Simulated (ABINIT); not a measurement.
This ABINIT 10.8.3 (patched build) run on Al needs a look.

The input run.py:

```python
import json, os
import numpy as np
from ase.units import GPa
from ase.calculators.abinit import Abinit, AbinitProfile
from ase import Atoms

atoms = Atoms(['Al'],
              cell=[[0.0, 2.024805, 2.024805], [2.024805, 0.0, 2.024805], [2.024805, 2.024805, 0.0]],
              scaled_positions=[[0.0, 0.0, 0.0]],
              pbc=True)

profile = AbinitProfile(command='abinit', pp_paths=[os.path.abspath('pseudos')])
params = dict(
    pps='pawxml', xc='PBE',
    ecut=15,
    pawecutdg=816.3416,
    kptopt=1,
    ngkpt=[11, 11, 11],
    nshiftk=1,
    shiftk=[0.0, 0.0, 0.0],
    ixc=-110131,
    nband=6,
    occopt=7,
    tsmear=0.01,
    nstep=50,
    tolvrs=1e-09,
    prtwf=0,
    prtden=0,
)

atoms.calc = Abinit(profile=profile, directory='run', **params)
energy = atoms.get_potential_energy()
forces = atoms.get_forces()
stress = atoms.get_stress()
print(f'energy {energy:.6f} eV')
print('forces (eV/A)')
print(np.round(forces, 5))
print('stress (GPa, Voigt, tension positive)', np.round(stress / GPa, 4))
json.dump(dict(energy=energy, forces=forces.tolist(), stress=stress.tolist(), cell=atoms.cell.tolist(), frac=atoms.get_scaled_positions(wrap=False).tolist()), open('results.json', 'w'))
```

Potentials or basis: JTH PAW PBE v2.0.

Command:

```console
$ python run.py
```

Output:

```text
Traceback (most recent call last):
  File "./run.py", line 32, in <module>
  File "ase/atoms.py", line 1971, in get_potential_energy
  File "ase/abc.py", line 25, in get_potential_energy
  File "ase/calculator.py", line 517, in get_property
  File "ase/genericfileio.py", line 336, in calculate
  File "ase/abinit.py", line 66, in execute
  File "ase/genericfileio.py", line 104, in run
  File "subprocess.py", line 413, in check_call
subprocess.CalledProcessError: Command '['abinit', 'abinit.in']' returned non-zero exit status 14.
```

abinit.abo:

```text
.Version 10.8.3 of ABINIT
 Symmetries : space group Fm -3 m (#225); Bravais cF (face-center cubic)
[... 112 lines left out ...]
    Action: decrease nband or, alternatively, increase ecut
...
```

Diagnose the run.

The program refused the input. The input holds a flaw that was put in on purpose: cutoff in hartree passed where ASE takes eV (ecut = 15).
